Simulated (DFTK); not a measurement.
Input of a DFTK 0.8.2 run:

Contents of run.jl:

```julia
using DFTK
using PseudoPotentialData
using Unitful, UnitfulAtomic
using LinearAlgebra, Printf
include("save.jl")
disable_threading()

# lattice vectors are the columns
lattice = austrip(1u"Å") * [        2.7058        -1.3529            0.0;
                      0.0   2.3432915376            0.0;
                      0.0            0.0         4.2819]
symbols   = [:Ru, :Ru]
positions = [[0.6666666667, 0.3333333333, 0.75],
             [0.3333333333, 0.6666666667, 0.25]]
pseudopotentials = PseudoFamily("dojo.nc.sr.pbe.v0_4_1.standard.upf")
elements = Dict(s => ElementPsp(s, pseudopotentials) for s in unique(symbols))
atoms    = [elements[s] for s in symbols]

build_model(lattice, positions; symmetries=true) =
    model_DFT(lattice, atoms, positions;
              functionals=PBE(),
              temperature=austrip(0.05u"eV"),
              smearing=Smearing.FermiDirac(),
              symmetries)
Ecut  = 42.0  # hartree
kgrid = [11, 11, 6]
tol   = 1e-6
to_GPa = ustrip(uconvert(u"GPa", 1u"hartree/bohr^3"))

model = build_model(lattice, positions)
basis = PlaneWaveBasis(model; Ecut, kgrid)
display(basis)
scfres = self_consistent_field(basis;
                               tol,
                               nbandsalg=AdaptiveBands(model; n_bands_converge=21))
display(scfres.energies)
@printf "Fermi level: %.6f eV\n" ustrip(auconvert(u"eV", something(scfres.εF, NaN)))
forces = compute_forces_cart(scfres)
println("Forces (eV/Å)")
for (s, f) in zip(symbols, forces)
    @printf "%-3s %12.6f %12.6f %12.6f\n" s ustrip.(auconvert.(u"eV/Å", f))...
end
stress = compute_stresses_cart(scfres)
println("Stress (GPa)")
display(round.(stress * to_GPa; digits=4))
println("Levels at the first k-point (eV): ", round.(ustrip.(auconvert.(u"eV", scfres.eigenvalues[1][1:scfres.n_bands_converge])); digits=4))
save_scf!(scfres; forces, stress)
```

Potentials or basis: dojo.nc.sr.pbe.v0_4_1.standard.upf (PBE).

Run with:

```bash
$ julia --threads=1 run.jl  # save.jl only writes the numbers to a file and isn't shown; printed stress counts tension as positive; times include loading and compiling
```

Question: Estimate the band gap on the k mesh.

Answer: None (metal or under the smearing width).

Question: Predict the pressure.

Answer: 5.0 GPa.
